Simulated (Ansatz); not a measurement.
## Redistribution: CClF3 + C2HF5 → CHF3 + C2ClF5

Species: CClF3 `FC(F)(F)Cl`, singlet; C2HF5 `FC(F)C(F)(F)F`, singlet; CHF3 (trifluoromethane) `FC(F)F`, singlet; C2ClF5 (chloropentafluoroethane) `FC(F)(F)C(F)(F)Cl`, singlet. The partners trade Cl for H; both sit on C, so the bond types are kept.

Shapes, held fixed at every level: PBE0-D4/def2-TZVP. Programs: Ansatz 0.2.0. The zero-point and thermal change to 298 K, harmonic and unscaled (PBE0-D4/def2-TZVP), is +0.5 kJ/mol.

**What was measured.** Tabulated heats of formation (Active Thermochemical Tables, CRC Handbook of Chemistry and Physics): CClF3 -710.3 (ATcT); C2HF5 -1100.4 (CRC); CHF3 -695.9 (ATcT); C2ClF5 -1118.8 (CRC) kJ/mol, which give ΔH(298 K) = -4.0 kJ/mol.

```tsv
level	kind	ΔH (kJ/mol)	computed − measured	CPU time (all species)
HF/def2-TZVPP	Hartree–Fock	-0.2	+3.8	–
SPW92/def2-TZVPP	LDA	-5.2	-1.3	12 s
B3LYP-D4/def2-TZVPP	global hybrid	-4.7	-0.8	45 s
BHLYP-D4/def2-TZVPP	global hybrid	-4.1	-0.2	30 s
wB97M-V/def2-TZVPP	range-separated hybrid	-4.1	-0.2	98 s
wB97X-V/def2-TZVPP	range-separated hybrid	-4.0	-0.1	69 s
MP2/def2-TZVPP	perturbation theory	-8.1	-4.2	–
```

Nearest: wB97X-V/def2-TZVPP (-0.1); farthest: MP2/def2-TZVPP (-4.2). 7 of 7 levels lie within 10 kJ/mol. The heats of C2HF5, C2ClF5 come from older tables and can be uncertain by 10 kJ/mol or more. Times are processor times on shared x86 and Arm servers, and rough.

The exchange is almost thermoneutral, with every level placing it on the exothermic side, though Hartree–Fock only barely at -0.2 kJ/mol. This is expected when the C–H, C–Cl, C–F and C–C bonds are all conserved: most of the bond energy cancels, leaving only the difference in how a trifluoromethyl and a pentafluoroethyl group accommodate chlorine relative to hydrogen. Moving chlorine to the larger group places a polarisable atom beside a neighbouring CF3 unit, where it gains dispersion attraction but also meets more steric repulsion. The shift from Hartree–Fock to MP2, at -8.1 kJ/mol, shows that correlation favours the products, probably because this medium-range attraction is absent from the former and exaggerated by the latter.

The close agreement of the density functionals, including the LDA, reflects the cancellation of errors between like bonds and is no evidence that they would give accurate atomisation energies or individual heats of formation. Nor does the small reaction enthalpy imply easy exchange, since strong C–H and C–Cl bonds must still be broken along the way.
